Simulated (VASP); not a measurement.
Write the native input for VASP 6.6.1 that does the following.

```yaml
Task: single point
Functional: PBE
Potentials_or_basis: VASP PAW PBE potentials, release 64 (In_d, P)
Cutoff: 520 eV
k_mesh: 8 × 8 × 8
Occupations: gaussian, width 0.012 eV
Spin: no spin polarisation
Further_INCAR_settings: ALGO = Normal; EDIFF = 1e-06
```

The structure of InP lies in POSCAR:

```
InP
1.0
    0.0000000000      2.9305000000      2.9305000000
    2.9305000000      0.0000000000      2.9305000000
    2.9305000000      2.9305000000      0.0000000000
In P
1 1
Direct
    0.0000000000      0.0000000000      0.0000000000
    0.7500000000      0.7500000000      0.7500000000
```

These files were run (other wordings do the same):

INCAR

```
PREC = Accurate
ENCUT = 520
EDIFF = 1E-6
ISMEAR = 0
SIGMA = 0.012
LREAL = False
LASPH = True
NELM = 80
ALGO = Normal
ISIF = 2
LWAVE = False
LCHARG = True
GGA = PE
LELF = True
LVHAR = True
```

KPOINTS

```
regular mesh
0
Gamma
  8 8 8
```

Potentials or basis: VASP PAW PBE potentials, release 64 (In_d, P).

Launch:

```bash
$ cat potpaw_PBE.64/In_d/POTCAR potpaw_PBE.64/P/POTCAR > POTCAR
$ mpirun -np 1 vasp_std > vasp.out
```

It gave:

```
Pressure               : 3.3 GPa
Band gap on the k mesh : 0.71 eV, direct
```

Caveat: spin-orbit coupling is left out, which moves the levels of the heavy elements.

Run time: 16 s on 1 thread of Intel(R) Xeon(R) Platinum 8259CL CPU @ 2.50GHz (Skylake/Cascade Lake) (shared host), peak memory 0.18 GiB.
